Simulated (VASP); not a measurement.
# KCl (Sylvite) (Fm-3m) in VASP: settings compared, part 2 of 2

VASP 6.6.1. Earlier steps stand in the parts before.

## (4) Single point, LDA

This run uses another cell than the first one, of 33.02 Å³/atom, 1.039 times its volume.

The input, INCAR:

```
SYSTEM = KCl
PREC = Accurate
ENCUT = 520
EDIFF = 1E-6
ISMEAR = -1
SIGMA = 0.05
LREAL = .FALSE.
LASPH = .TRUE.
NELM = 80
ALGO = Normal
ISIF = 2
LWAVE = .FALSE.
LCHARG = .FALSE.
NBANDS = 15
```

The input, KPOINTS:

```
regular mesh
0
G
  7 7 7
  0 0 0
```

The input, POSCAR:

```
KCl
1.0
    0.0000000000      3.2081811574      3.2081811574
    3.2081811574      0.0000000000      3.2081811574
    3.2081811574      3.2081811574      0.0000000000
K Cl
1 1
Direct
    0.0000000000      0.0000000000      0.0000000000
    0.5000000000      0.5000000000      0.5000000000
```

Potentials or basis: VASP PAW LDA potentials, release 64 (K_sv, Cl).

Launch:

```console
> cat potpaw_LDA.64/K_sv/POTCAR potpaw_LDA.64/Cl/POTCAR > POTCAR
> mpirun -np 1 vasp_std > vasp.out
```

OUTCAR:

```text
SYSTEM = KCl
   PREC = Accurate
   ENCUT = 520
   EDIFF = 1E-6
   ISMEAR = -1
   LREAL = .FALSE.
   LASPH = .TRUE.
   NELM = 80
   ISIF = 2

 ion  position               nearest neighbor table
   1  0.000  0.000  0.000-   2 3.21   2 3.21   2 3.21   2 3.21   2 3.21   2 3.21
   2  0.500  0.500  0.500-   1 3.21   1 3.21   1 3.21   1 3.21   1 3.21   1 3.21

  LATTYP: Found a face centered cubic cell.
 ALAT       =     6.4163623148

  Lattice vectors:

 A1 = (   0.0000000000,   3.2081811574,   3.2081811574)
 A2 = (   3.2081811574,   0.0000000000,   3.2081811574)
 A3 = (   3.2081811574,   3.2081811574,   0.0000000000)

Analysis of symmetry for initial positions (statically):
=====================================================================
 Subroutine PRICEL returns:
 Original cell was already a primitive cell.

 Routine SETGRP: Setting up the symmetry group for a
 face centered cubic supercell.

 Subroutine GETGRP returns: Found 48 space group operations
 (whereof 48 operations were pure point group operations)
 out of a pool of 48 trial point group operations.

The static configuration has the point symmetry O_h .

Analysis of symmetry for dynamics (positions and initial velocities):
=====================================================================
 Subroutine PRICEL returns:
 Original cell was already a primitive cell.

 Routine SETGRP: Setting up the symmetry group for a
 face centered cubic supercell.

 Subroutine GETGRP returns: Found 48 space group operations
 (whereof 48 operations were pure point group operations)
 out of a pool of 48 trial point group operations.

The dynamic configuration has the point symmetry O_h .

 Subroutine INISYM returns: Found 48 space group operations
 (whereof 48 operations are pure point group operations),
 and found     1 'primitive' translations

----------------------------------------------------------------------------------------

                                     Primitive cell

  volume of cell :      66.0399

  direct lattice vectors                    reciprocal lattice vectors
     0.000000000  3.208181157  3.208181157    -0.155851548  0.155851548  0.155851548
     3.208181157  0.000000000  3.208181157     0.155851548 -0.155851548  0.155851548
     3.208181157  3.208181157  0.000000000     0.155851548  0.155851548 -0.155851548

  length of vectors
     4.537053303  4.537053303  4.537053303     0.269942800  0.269942800  0.269942800

  position of ions in fractional coordinates (direct lattice)
[... 8 lines left out ...]
----------------------------------------------------------------------------------------

 KPOINTS: regular mesh

Automatic generation of k-mesh.
 Grid dimensions read from file:
 generate k-points for:    7    7    7

 Generating k-lattice:

  Cartesian coordinates                     Fractional coordinates (reciprocal lattice)
    -0.022264507  0.022264507  0.022264507     0.142857143  0.000000000  0.000000000
     0.022264507 -0.022264507  0.022264507     0.000000000  0.142857143  0.000000000
     0.022264507  0.022264507 -0.022264507     0.000000000  0.000000000  0.142857143

  Length of vectors
     0.038563257  0.038563257  0.038563257

  Shift w.r.t. Gamma in fractional coordinates (k-lattice)
     0.000000000  0.000000000  0.000000000

 Subroutine IBZKPT returns following result:
 ===========================================

 Found     20 irreducible k-points:

 Following reciprocal coordinates:
            Coordinates               Weight
  0.000000  0.000000  0.000000      1.000000
  0.142857  0.000000  0.000000      8.000000
  0.285714  0.000000  0.000000      8.000000
  0.428571  0.000000  0.000000      8.000000
  0.142857  0.142857  0.000000      6.000000
  0.285714  0.142857  0.000000     24.000000
[... 12 lines left out ...]
 -0.428571  0.428571  0.142857     24.000000
 -0.285714  0.428571  0.142857     24.000000
   k-points           NKPTS =     20   k-points in BZ     NKDIM =     20   number of bands    NBANDS=     15
   number of dos      NEDOS =    301   number of ions     NIONS =      2
   total plane-waves  NPLWV =  46656
   dimension x,y,z NGX =    36 NGY =   36 NGZ =   36
   dimension x,y,z NGXF=    72 NGYF=   72 NGZF=   72
   ions per type =               1   1
   NGX,Y,Z   is equivalent  to a cutoff of  13.19, 13.19, 13.19 a.u.
   NGXF,Y,Z  is equivalent  to a cutoff of  26.38, 26.38, 26.38 a.u.
 SYSTEM =  KCl
   PREC   = accura    normal or accurate (medium, high low for compatibility)
   ISTART =      0    job   : 0-new  1-cont  2-samecut
   ICHARG =      2    charge: 1-file 2-atom 10-const
   ISPIN  =      1    spin polarized calculation?
   LNONCOLLINEAR =      F non collinear calculations
   LSORBIT =      F    spin-orbit coupling
   LASPH  =      T    aspherical Exc in radial PAW
   ENCUT  =  520.0 eV  38.22 Ry    6.18 a.u.   8.44  8.44  8.44*2*pi/ulx,y,z
   NELM   =     80;   NELMIN=  2; NELMDL= -5     # of ELM steps
   EDIFF  = 0.1E-05   stopping-criterion for ELM
   LREAL  =      F    real-space projection
   EDIFFG = 0.1E-04   stopping-criterion for IOM
   NSW    =      0    number of steps for IOM
   IBRION =     -1    ionic relax: 0-MD 1-quasi-New 2-CG
   NFREE  =      0    steps in history (QN), initial steepest desc. (CG)
   ISIF   =      2    stress and relaxation
   ISYM   =      2    0-nonsym 1-usesym 2-fastsym
   POTIM  = 0.5000    time-step for ionic-motion
   TEBEG  =    0.0;   TEEND  =   0.0 temperature during run
   PSTRESS=    0.0 pullay stress
   NELECT =      16.0000    total number of electrons
   NUPDOWN=      -1.0000    fix difference up-down
   EMIN   =  10.00;   EMAX   =-10.00  energy-range for DOS
   EFERMI =   0.00;   METHOD = LEGACY
   ISMEAR =    -1;   SIGMA  =   0.05  broadening in eV -4-tet -1-fermi 0-gaus
   EFERMI_NEDOS =   21; number of points for ismear=-14 and -15
   IALGO  =     38    algorithm
   IMIX   =      4    mixing-type and parameters
     AMIX     =   0.40;   BMIX     =  1.00
     AMIX_MAG =   1.60;   BMIX_MAG =  1.00
  volume/ion in A,a.u.               =      33.02       222.83
  Fermi-wavevector in a.u.,A,eV,Ry     =   1.020577  1.928612 14.171532  1.041578
  Thomas-Fermi vector in A             =   2.154155
   LORBIT       =      0    0 simple, 1 ext, 2 COOP (PROOUT), +10 PAW based schemes
   GGA     = CA    functional components
   LHFCALC =     F    Hartree Fock is set to
   AEXX    =    0.0000 exact exchange contribution
   IVDW    =     0    specifies the selected vdW correction
   LEPSILON=     F    determine dielectric tensor
   LRPA    =     F    only Hartree local field effects (RPA)
 non-spin polarized calculation
  energy-cutoff  :      520.00
  volume of cell :       66.04
 maximum number of plane-waves:      1807
 NGX is ok and might be reduce to    36
   NGX = 17   NGY = 17   NGZ = 17

 number of electron      15.9999999 magnetization

 Free energy of the ion-electron system (eV)
  ---------------------------------------------------
  ext. energy  EPLUGINS =         0.00000000
  ---------------------------------------------------
  free energy    TOTEN  =        -7.31739494 eV

  energy without entropy =       -7.31739494  energy(sigma->0) =       -7.31739494

 E-fermi :  -1.2166     XC(G=0):  -7.8718

 val. band max:       -2.3065415740   @ k =   0.0000   0.0000   0.0000
 cond. band min:       2.2574141876   @ k =   0.0000   0.0000   0.0000
 fundamental gap:      4.5639557616
 Fermi energy:        -1.2166178366

 k-point     1 :       0.0000    0.0000    0.0000
  band No.  band energies     occupation
      1     -29.2794      2.00000
      2     -14.2689      2.00000
      3     -12.9752      2.00000
      4     -12.9752      2.00000
      5     -12.9752      2.00000
      6      -2.3065      2.00000
      7      -2.3065      2.00000
      8      -2.3065      2.00000
      9       2.2574      0.00000
     10       5.7460      0.00000
     11       5.7460      0.00000
     12       5.7460      0.00000
     13       6.6432      0.00000
     14       6.6432      0.00000
     15       9.9666      0.00000
[... 325 lines left out ...]
 k-point    20 :      -0.2857    0.4286    0.1429
  band No.  band energies     occupation
      1     -29.2683      2.00000
      2     -14.2800      2.00000
      3     -13.0666      2.00000
      4     -13.0354      2.00000
      5     -12.8924      2.00000
      6      -2.8740      2.00000
      7      -2.8108      2.00000
      8      -2.6578      2.00000
      9       4.9968      0.00000
     10       5.6459      0.00000
     11       6.5867      0.00000
     12       7.0789      0.00000
     13       8.6466      0.00000
     14       8.7118      0.00000
     15       9.4165      0.00000

------------------------ aborting loop because EDIFF is reached ----------------------------------------

  FORCE on cell =-STRESS in cart. coord.  units (eV):
  Direction    XX          YY          ZZ          XY          YZ          ZX
  --------------------------------------------------------------------------------------
  -------------------------------------------------------------------------------------
  Total       -1.0769187     -1.0769187     -1.0769187      0.0000000     -0.0000000      0.0000000
  in kB      -26.1268375    -26.1268375    -26.1268375      0.0000000     -0.0000000      0.0000000
  external PRESSURE =     -26.1268375 kB  Pullay stress =       0.0000000 kB

 VOLUME and BASIS-vectors are now :
 -----------------------------------------------------------------------------
  energy-cutoff  :      520.00
  volume of cell :       66.04
      direct lattice vectors                 reciprocal lattice vectors
     0.000000000  3.208181157  3.208181157    -0.155851548  0.155851548  0.155851548
     3.208181157  0.000000000  3.208181157     0.155851548 -0.155851548  0.155851548
     3.208181157  3.208181157  0.000000000     0.155851548  0.155851548 -0.155851548

 POSITION                                       TOTAL-FORCE (eV/Angst)
 -----------------------------------------------------------------------------------
      0.00000      0.00000      0.00000        -0.000000     -0.000000      0.000000
      3.20818      3.20818      3.20818         0.000000      0.000000     -0.000000
 -----------------------------------------------------------------------------------
    total drift:                                0.000000      0.000000      0.000000

  FREE ENERGIE OF THE ION-ELECTRON SYSTEM (eV)
  ---------------------------------------------------
  free  energy   TOTEN  =        -7.3173949376 eV

  energy  without entropy=       -7.3173949376  energy(sigma->0) =       -7.31739494
```

It took 12 s on 1 thread of Intel Xeon 6975P-C (Granite Rapids), shared host; peak memory 0.17 GiB.

What came out:

```yaml
Free_energy: -7.3174 eV
Pressure: -2.6 GPa
Band_gap_on_the_k_mesh: 4.56 eV, direct
```

## (5) Single point, r2SCAN

This run uses another cell than the first one, of 29.28 Å³/atom, 0.922 times its volume.

The input, POSCAR:

```
KCl
1.0
    0.0000000000      3.0822383035      3.0822383035
    3.0822383035      0.0000000000      3.0822383035
    3.0822383035      3.0822383035      0.0000000000
K Cl
1 1
Direct
    0.0000000000      0.0000000000      0.0000000000
    0.5000000000      0.5000000000      0.5000000000
```

The input, INCAR.step1:

```
SYSTEM = KCl
ALGO = Normal
EDIFF = 1E-4
ENCUT = 520
GGA = PE
ISMEAR = -1
LASPH = .TRUE.
LCHARG = .FALSE.
LREAL = .FALSE.
LWAVE = .TRUE.
NBANDS = 15
NELM = 60
PREC = Accurate
SIGMA = 0.05
```

The input, INCAR.step2:

```
SYSTEM = KCl
ALGO = Normal
EDIFF = 1E-6
ENCUT = 520
ISIF = 2
ISMEAR = -1
ISTART = 1
LASPH = .TRUE.
LCHARG = .FALSE.
LMIXTAU = .TRUE.
LREAL = .FALSE.
LWAVE = .FALSE.
METAGGA = R2SCAN
NBANDS = 15
NELM = 60
PREC = Accurate
SIGMA = 0.05
```

The input, KPOINTS:

```
k-points
0
G
  7 7 7
  0 0 0
```

Potentials or basis: VASP PAW PBE potentials, release 64 (K_sv, Cl).

Launch:

```console
> cat potpaw_PBE.64/K_sv/POTCAR potpaw_PBE.64/Cl/POTCAR > POTCAR
> cp INCAR.step1 INCAR
> mpirun -np 1 vasp_std > vasp.out
> cp INCAR.step2 INCAR
> mpirun -np 1 vasp_std > vasp.out
```

Wall time 32 s (1 thread of Intel Xeon 6975P-C (Granite Rapids), shared host); peak memory 0.18 GiB.

Results (log left out):

```yaml
Free_energy: -16.4903 eV
Pressure: 1.4 GPa
Band_gap_on_the_k_mesh: 6.06 eV, direct
```

Levels at points of the mesh, in eV from the valence-band top:
| k point | band 4 | band 5 | band 6 | band 7 | band 8 | band 9 | band 10 | band 11 | band 12 | band 13 |
| --- | --- | --- | --- | --- | --- | --- | --- | --- | --- | --- |
| (0.00, 0.00, 0.00) | -10.82 | -10.82 | 0.00 | 0.00 | 0.00 | 6.06 | 9.05 | 9.05 | 9.05 | 10.13 |

Caveat: the PAW data sets were made with another functional, which shifts forces and pressure a little.

## (6) The runs side by side

| level | potentials or basis | cell | gap on the mesh (eV) | pressure (GPa) |
| --- | --- | --- | --- | --- |
| LDA | VASP PAW LDA potentials, release 64 (K_sv, Cl) | a = 4.479 Å, angles 60.0°, 2 atoms | 4.68 | -2.2 |
| LDA | VASP PAW LDA potentials, release 64 (K_sv, Cl) | a = 4.508 Å, angles 60.0°, 2 atoms | 4.62 | -2.4 |
| LDA | VASP PAW LDA potentials, release 64 (K_sv, Cl) | a = 4.537 Å, angles 60.0°, 2 atoms | 4.56 | -2.6 |
| r2SCAN | VASP PAW PBE potentials, release 64 (K_sv, Cl) | a = 4.359 Å, angles 60.0°, 2 atoms | 6.06 | 1.4 |

Alike in all rows: task single point; no spin polarisation; k mesh 7 × 7 × 7; cutoff (eV) 520; smearing fermi-dirac 0.05 eV.

Caveats: the PAW data sets were made with another functional, which shifts forces and pressure a little (some runs).

Absolute energies hang on the potentials; compare differences alone.

## (7) How close it comes

Step 2. Measured gap of KCl: 8.68 eV (a printed reference work, monograph). This calculation gives 4.68 eV (-4.00 eV). The value is that of LDA on a finite k mesh, which can miss the band edges, without temperature or zero-point motion. Semilocal functionals fall short of measured gaps as a rule.

Step 3. Against the measured gap of KCl, 8.68 eV (a printed reference work, monograph), the calculated 4.62 eV is off by -4.06 eV. The value is that of LDA on a finite k mesh, which can miss the band edges, without temperature or zero-point motion. Semilocal functionals fall short of measured gaps as a rule.

Step 4. A measured gap of KCl is 8.68 eV (a printed reference work, monograph); the calculated 4.56 eV misses it by -4.12 eV. The value is that of LDA on a finite k mesh, which can miss the band edges, without temperature or zero-point motion. Semilocal functionals fall short of measured gaps as a rule.

Step 5. Against the measured gap of KCl, 8.68 eV (a printed reference work, monograph), the calculated 6.06 eV is off by -2.62 eV. The value is that of r2SCAN, without temperature or zero-point motion.
